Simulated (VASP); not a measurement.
A convergence study with VASP on NaBr (space group no. 225 when undisturbed): one setting is varied, all else stays as given below, so the limit is that of these other settings. One atom is moved off its site, so that forces are finite.

```yaml
crystal:
  lattice:
    - [0.00000, 2.97008, 2.97008]
    - [2.97008, 0.00000, 2.97008]
    - [2.97008, 2.97008, 0.00000]
  atoms:
    - { symbol: Na, position: [0.00842, 0.00842, 0.99158] }
    - { symbol: Br, position: [0.50000, 0.50000, 0.50000] }
```

The numbers are results of PBE GGA, VASP's PBE PAW potentials (set 64) (plane waves; VASP), not measurements. The tightest run used: 720 eV cut-off, 7×7×7 Γ-centred mesh, Fermi-Dirac smearing of 0.020 eV, potentials Na_pv Br.

Gaps are read on the run's mesh, which can miss a band edge.

Task: The settings run are ENCUT = 105; ENCUT = 120; ENCUT = 135; ENCUT = 150; ENCUT = 165; ENCUT = 180; ENCUT = 210; ENCUT = 240; ENCUT = 270; ENCUT = 330; ENCUT = 360; ENCUT = 405; ENCUT = 450; ENCUT = 525; ENCUT = 600; ENCUT = 720. From which on does the stress (every component) stay within 0.5 GPa of the tightest run?

Result: From ENCUT = 330 on: it is off by 0.03 there and by no more than 0.5 in any finer run, while ENCUT = 270 is off by 0.61.
```tsv
setting	E (eV/atom)	pressure (GPa)	largest force (eV/Å)	gap on the mesh (eV)	plane waves	difference judged (GPa)
ENCUT = 105	19.4826	-602.81	0.060	3.119	138	603.90
ENCUT = 120	6.9988	-336.45	0.033	3.716	169	337.55
ENCUT = 135	1.6334	-193.46	0.039	3.866	194	194.55
ENCUT = 150	-0.9200	-108.48	0.038	4.035	229	109.57
ENCUT = 165	-2.0839	-61.92	0.053	4.133	262	63.01
ENCUT = 180	-2.6367	-35.03	0.065	4.162	298	36.11
ENCUT = 210	-2.9881	-10.20	0.063	4.184	378	11.29
ENCUT = 240	-3.0452	-2.05	0.064	4.194	459	3.14
ENCUT = 270	-3.0543	0.47	0.064	4.198	537	0.61
ENCUT = 330	-3.0555	1.05	0.065	4.200	725	0.03
ENCUT = 360	-3.0552	0.96	0.064	4.201	869	0.12
ENCUT = 405	-3.0551	0.93	0.064	4.202	984	0.15
ENCUT = 450	-3.0551	1.00	0.064	4.203	1154	0.08
ENCUT = 525	-3.0553	1.09	0.064	4.204	1459	0.01
ENCUT = 600	-3.0552	1.09	0.064	4.204	1807	0.01
ENCUT = 720	-3.0551	1.08	0.064	4.204	2309	0.00
```

Left out are rungs that failed or repeat a setting and relaxations that didn't move; long series are thinned to 24 rows.

The structure is a typed NaBr crystal (space group no. 225). The cell was not relaxed at this level, it is distorted from the ideal structure.
